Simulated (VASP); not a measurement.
# WS2 in VASP: notebook

One slab, WS2, is run at these levels: LDA; tasks: single point.

Program: VASP 6.6.1. These are calculated values, not measurements. Logs are shortened: lines on timing, memory, paths and dates and some standing lists are left out, and cuts for length are marked.

## 1. Starting point

The cell holds a slab with vacuum, 3 atoms: a = 3.184 Å, b = 3.184 Å, c = 15.119 Å, α = 90.00°, β = 90.00°, γ = 120.00°.

## 2. Single point, LDA

File INCAR:

```
PREC = Accurate
ENCUT = 460
EDIFF = 0.001
ISMEAR = 0
SIGMA = 0.05
LREAL = F
LASPH = T
NELM = 120
ALGO = Normal
ISIF = 2
LWAVE = F
LCHARG = F
LDIPOL = T
IDIPOL = 3
DIPOL = 0.5 0.5 0.500
GGA = CA
NBANDS = 24
LVHAR = T
LVACPOTAV = T
```

File KPOINTS:

```
Automatic mesh
0
Gamma
  8 8 1
```

File POSCAR:

```
WS2
1.0
    3.1835163600      0.0000000000      0.0000000000
   -1.5917581800      2.7570060400      0.0000000000
    0.0000000000      0.0000000000     15.1189236211
S W
2 1
Direct
    0.3333333333      0.6666666667      0.3968536485
    0.3333333333      0.6666666667      0.6031463515
    0.0000000000      0.0000000000      0.5000000000
```

Potentials or basis: VASP PAW LDA potentials, release 64 (S, W_sv).

Command:

```
$ cat potpaw_LDA.64/S/POTCAR potpaw_LDA.64/W_sv/POTCAR > POTCAR
$ mpirun -np 1 vasp_std > vasp.out
```

OUTCAR:

```text
PREC = Accurate
   ENCUT = 460
   EDIFF = 0.001
   ISMEAR = 0
   LREAL = F
   LASPH = T
   NELM = 120
   ISIF = 2
   GGA = CA

 Found     10 irreducible k-points:

 Following reciprocal coordinates:
            Coordinates               Weight
  0.000000  0.000000  0.000000      1.000000
  0.125000  0.000000  0.000000      6.000000
  0.250000  0.000000  0.000000      6.000000
  0.375000  0.000000  0.000000      6.000000
  0.500000  0.000000  0.000000      3.000000
  0.125000  0.125000  0.000000      6.000000
   k-points           NKPTS =     10   k-points in BZ     NKDIM =     10   number of bands    NBANDS=     24
   number of dos      NEDOS =    301   number of ions     NIONS =      3
   total plane-waves  NPLWV =  62208
   dimension x,y,z NGX =    24 NGY =   24 NGZ =  108
   dimension x,y,z NGXF=    48 NGYF=   48 NGZF=  216
   ions per type =               2   1
   NGX,Y,Z   is equivalent  to a cutoff of  12.53, 12.53, 11.88 a.u.
   NGXF,Y,Z  is equivalent  to a cutoff of  25.07, 25.07, 23.75 a.u.
 SYSTEM =  unknown system
   PREC   = accura    normal or accurate (medium, high low for compatibility)
   ISTART =      0    job   : 0-new  1-cont  2-samecut
   ICHARG =      2    charge: 1-file 2-atom 10-const
   ISPIN  =      1    spin polarized calculation?
   LNONCOLLINEAR =      F non collinear calculations
   LSORBIT =      F    spin-orbit coupling
   LASPH  =      T    aspherical Exc in radial PAW
   ENCUT  =  460.0 eV  33.81 Ry    5.81 a.u.   5.57  5.57 26.44*2*pi/ulx,y,z
   NELM   =    120;   NELMIN=  2; NELMDL= -5     # of ELM steps
   EDIFF  = 0.1E-02   stopping-criterion for ELM
   LREAL  =      F    real-space projection
   EDIFFG = 0.1E-01   stopping-criterion for IOM
   NSW    =      0    number of steps for IOM
   IBRION =     -1    ionic relax: 0-MD 1-quasi-New 2-CG
   NFREE  =      0    steps in history (QN), initial steepest desc. (CG)
   ISIF   =      2    stress and relaxation
   ISYM   =      2    0-nonsym 1-usesym 2-fastsym
   POTIM  = 0.5000    time-step for ionic-motion
   TEBEG  =    0.0;   TEEND  =   0.0 temperature during run
   PSTRESS=    0.0 pullay stress
   NELECT =      26.0000    total number of electrons
   NUPDOWN=      -1.0000    fix difference up-down
   EMIN   =  10.00;   EMAX   =-10.00  energy-range for DOS
   EFERMI =   0.00;   METHOD = LEGACY
   ISMEAR =     0;   SIGMA  =   0.05  broadening in eV -4-tet -1-fermi 0-gaus
   EFERMI_NEDOS =   21; number of points for ismear=-14 and -15
   IALGO  =     38    algorithm
   IMIX   =      4    mixing-type and parameters
     AMIX     =   0.40;   BMIX     =  1.00
     AMIX_MAG =   1.60;   BMIX_MAG =  1.00
  volume/ion in A,a.u.               =      44.23       298.50
  Fermi-wavevector in a.u.,A,eV,Ry     =   0.950847  1.796841 12.301168  0.904110
  Thomas-Fermi vector in A             =   2.079262
   LORBIT       =      0    0 simple, 1 ext, 2 COOP (PROOUT), +10 PAW based schemes
   GGA     = CA    functional components
   LHFCALC =     F    Hartree Fock is set to
   AEXX    =    0.0000 exact exchange contribution
   IVDW    =     0    specifies the selected vdW correction
   LEPSILON=     F    determine dielectric tensor
   LRPA    =     F    only Hartree local field effects (RPA)
 non-spin polarized calculation
 Gauss-broadening in eV      SIGMA  =   0.05
  energy-cutoff  :      460.00
  volume of cell :      132.70
 maximum number of plane-waves:      3029
 NGX is ok and might be reduce to    24
   NGX = 11   NGY = 11   NGZ = 53

 number of electron      25.9999997 magnetization

 dipolmoment           0.000000      0.000000      0.000000 electrons x Angstroem

 Free energy of the ion-electron system (eV)
  ---------------------------------------------------
  ext. energy  EPLUGINS =         0.00000000
  ---------------------------------------------------
  free energy    TOTEN  =       -26.11563242 eV

  energy without entropy =      -26.11563242  energy(sigma->0) =      -26.11563242

 E-fermi :  -0.7921     XC(G=0):  -5.4351

 val. band max:       -1.0041495721   @ k =   0.0000   0.0000   0.0000
 cond. band min:       1.0437938148   @ k =   0.3750   0.2500   0.0000
 fundamental gap:      2.0479433869
 Fermi energy:        -0.7920834326

 k-point     1 :       0.0000    0.0000    0.0000
  band No.  band energies     occupation
      1     -74.5461      2.00000
      2     -39.0524      2.00000
      3     -38.8973      2.00000
      4     -38.8973      2.00000
      5     -15.6735      2.00000
      6     -13.9885      2.00000
[... 16 lines left out ...]
     23       8.1566      0.00000
     24       9.6212      0.00000

 k-point     2 :       0.1250    0.0000    0.0000
  band No.  band energies     occupation
      1     -74.5435      2.00000
      2     -39.0432      2.00000
      3     -38.9482      2.00000
      4     -38.9092      2.00000
      5     -15.4177      2.00000
      6     -13.8982      2.00000
[... 16 lines left out ...]
     23       8.6210      0.00000
     24       8.6424      0.00000

 k-point     3 :       0.2500    0.0000    0.0000
  band No.  band energies     occupation
      1     -74.5374      2.00000
      2     -39.0693      2.00000
      3     -39.0211      2.00000
      4     -38.9376      2.00000
      5     -14.7405      2.00000
      6     -13.6619      2.00000
[... 16 lines left out ...]
     23       8.4378      0.00000
     24       9.3082      0.00000

 k-point     4 :       0.3750    0.0000    0.0000
  band No.  band energies     occupation
      1     -74.5313      2.00000
      2     -39.1879      2.00000
      3     -38.9988      2.00000
      4     -38.9659      2.00000
      5     -13.9330      2.00000
      6     -13.3921      2.00000
[... 16 lines left out ...]
     23       9.2971      0.00000
     24       9.5338      0.00000

 k-point     5 :       0.5000    0.0000    0.0000
  band No.  band energies     occupation
      1     -74.5287      2.00000
      2     -39.2363      2.00000
      3     -38.9896      2.00000
      4     -38.9776      2.00000
      5     -13.5336      2.00000
      6     -13.2675      2.00000
[... 16 lines left out ...]
     23       9.3029      0.00000
     24       9.4911      0.00000

 k-point     6 :       0.1250    0.1250    0.0000
  band No.  band energies     occupation
      1     -74.5392      2.00000
      2     -39.0286      2.00000
      3     -39.0276      2.00000
      4     -38.9350      2.00000
      5     -14.9495      2.00000
      6     -13.7333      2.00000
[... 16 lines left out ...]
     23       8.5849      0.00000
     24       9.0868      0.00000

 [... further k-points ...]

------------------------ aborting loop because EDIFF is reached ----------------------------------------

  FORCE on cell =-STRESS in cart. coord.  units (eV):
  Direction    XX          YY          ZZ          XY          YZ          ZX
  --------------------------------------------------------------------------------------
  -------------------------------------------------------------------------------------
  Total       -2.2026410     -2.2026410     -0.7756806      0.0000000      0.0000000     -0.0000000
  in kB      -26.5943038    -26.5943038     -9.3654329      0.0000000      0.0000000     -0.0000000
  external PRESSURE =     -20.8513469 kB  Pullay stress =       0.0000000 kB

 VOLUME and BASIS-vectors are now :
 -----------------------------------------------------------------------------
  energy-cutoff  :      460.00
  volume of cell :      132.70
      direct lattice vectors                 reciprocal lattice vectors
     3.183516360  0.000000000  0.000000000     0.314118065  0.181356150  0.000000000
    -1.591758180  2.757006040  0.000000000     0.000000000  0.362712299  0.000000000
     0.000000000  0.000000000 15.118923621     0.000000000  0.000000000  0.066142275

 POSITION                                       TOTAL-FORCE (eV/Angst)
 -----------------------------------------------------------------------------------
     -0.00000      1.83800      6.00000        -0.000000      0.000000      0.363050
     -0.00000      1.83800      9.11892        -0.000000      0.000000     -0.363050
      0.00000      0.00000      7.55946         0.000000     -0.000000      0.000000
 -----------------------------------------------------------------------------------
    total drift:                               -0.000000      0.000000      0.000000

  FREE ENERGIE OF THE ION-ELECTRON SYSTEM (eV)
  ---------------------------------------------------
  free  energy   TOTEN  =       -26.1156324238 eV

  energy  without entropy=      -26.1156324238  energy(sigma->0) =      -26.11563242

 vacuum level on the upper side and lower side of the slab         5.124         5.124
```

Wall time 11 s (1 thread of Intel Xeon Platinum 8488C (Sapphire Rapids), shared host); peak memory 0.19 GiB.

These settings aren't checked as converged: the numbers below hold their error.

What came out:

- Free energy: -26.1156 eV
- Largest force: 0.363 eV/Å
- Band gap on the k mesh: 2.05 eV, indirect (least direct gap 2.24 eV)
- Ionisation potential of the upper face: 6.13 eV

Caveat: spin-orbit coupling is left out, which moves the levels of the heavy elements.

## 3. Single point, LDA

INCAR, as its differences from that of step 2:

```diff
@@ -1,4 +1,4 @@
 PREC = Accurate
-ENCUT = 460
-EDIFF = 0.001
+ENCUT = 520
+EDIFF = 1E-7
 ISMEAR = 0
```

KPOINTS is that of step 2.

POSCAR is that of step 2.

Potentials or basis: VASP PAW LDA potentials, release 64 (S, W_sv).

Command:

```
$ cat potpaw_LDA.64/S/POTCAR potpaw_LDA.64/W_sv/POTCAR > POTCAR
$ mpirun -np 1 vasp_std > vasp.out
```

Run time: 23 s. Hardware: 1 thread of Intel Xeon Platinum 8488C (Sapphire Rapids), shared host; peak memory 0.2 GiB.

These settings aren't checked as converged: the numbers below hold their error.

What came out:

```yaml
Free_energy: -26.1166 eV
Largest_force: 0.357 eV/Å
Band_gap_on_the_k_mesh: 2.06 eV, indirect (least direct gap 2.24 eV)
Ionisation_potential_of_the_upper_face: 5.98 eV
```

Caveat: spin-orbit coupling is left out, which moves the levels of the heavy elements.
